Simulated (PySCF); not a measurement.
## Isomers of C2H2Cl2: computed energies against enthalpies of formation

**Experimental background.**

From CRC Handbook of Chemistry and Physics, for the gas at 298.15 K: enthalpy of formation of `Cl/C=C\Cl` 4.6 kJ/mol; enthalpy of formation of `Cl/C=C/Cl` 5 kJ/mol.

The results are set against them at the end.

Differences of these values give the isomerisation enthalpies. Geometries: PBE0-D3(BJ)/def2-SVP; runs in PySCF, gas phase, with a dispersion term only where the level names one. Total electronic energies (Eh):

```csv
SMILES,PBE0-D3(BJ)/def2-SVP
Cl/C=C\Cl,-997.04644
Cl/C=C/Cl,-997.04533
```

Zero-point and thermal terms are left out, so the computed numbers are electronic energies.

**Comparison with experiment**

Relative to `Cl/C=C\Cl`, the lowest by measurement, in kJ/mol (measured: enthalpies at 298.15 K; computed: electronic energies):

| SMILES | measured | PBE0-D3(BJ)/def2-SVP |
| --- | --- | --- |
| Cl/C=C\Cl | 0.0 | 0.0 |
| Cl/C=C/Cl | 0.4 | 2.9 |

Measured values: 4.6 kJ/mol (298.15 K; CRC Handbook of Chemistry and Physics) for the first row; the others come from the same table. Unsigned miss: PBE0-D3(BJ)/def2-SVP 2.5 kJ/mol. The two lowest measured values lie only 0.4 kJ/mol apart, so their order may not be settled by the table. Where a level misses, the cause wasn't examined.
